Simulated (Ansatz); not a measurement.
Write the native input for Ansatz 0.2.0 that does the following.

```
Task                : band structure
Functional          : PBEsol
Potentials or basis : all-electron LAPW, scalar-relativistic
Cutoff              : 231 eV (chosen from the basis error)
Basis error allowed : 0.001 eV/atom
k mesh              : 7 × 7 × 7
Occupations         : fermi-dirac, width 0.05 eV
Spin                : no spin polarisation
```

Crystal: Pb.

```
Pb
1.0
     0.00000    3.43900    3.43900
     3.43900    0.00000    3.43900
     3.43900    3.43900    0.00000
Pb
2
Cartesian
  1.7195 1.7195 1.7195
  0.0000 0.0000 0.0000
```

This isn't the form of Pb at room conditions, which is fcc.

One way to write it, as run:

input.yaml

```yaml
crystal:
  lattice:
    - [0.0, 3.4390000555, 3.4390000555]
    - [3.4390000555, 0.0, 3.4390000555]
    - [3.4390000555, 3.4390000555, 0.0]
  atoms:
    - { symbol: Pb, position: [0.25, 0.25, 0.25] }
    - { symbol: Pb, position: [0.0, 0.0, 0.0] }
kpoints:
  mp_grid: { grid: [7, 7, 7] }
  band_path:
    path:
      - [0.0, 0.0, 0.0]
      - [0.5, 0.0, 0.5]
      - [0.5, 0.25, 0.75]
      - [0.375, 0.375, 0.75]
      - [0.0, 0.0, 0.0]
      - [0.5, 0.5, 0.5]
      - [0.625, 0.25, 0.625]
      - [0.5, 0.25, 0.75]
    npoints: 10
scf:
  occupations: { method: fermi_dirac, width: 0.05 }
hamiltonian:
  xc: pbesol
  pseudopotentials: { kind: all_electron, lapw: { basis_error: 0.001 } }
output:
  forces: true
  stress: true
  eigenvalues: true
```

Potentials or basis: all-electron LAPW, scalar-relativistic.

Run with:

```sh
$ ansatz run input.yaml --threads 1 --pin off --max-ram 3072MiB --backend cpu --events-out ev --progress --plain --runs-dir out
```

Results of the run:

- Pressure: 0.5 GPa
- Band gap along the path: none (metal or under the smearing width)

Caveat: spin-orbit coupling is left out, which moves the levels of the heavy elements.

Run time: 44 s on 1 thread of Intel(R) Xeon(R) Processor @ 2.50GHz (Skylake/Cascade Lake) (shared host), peak memory 0.34 GiB.
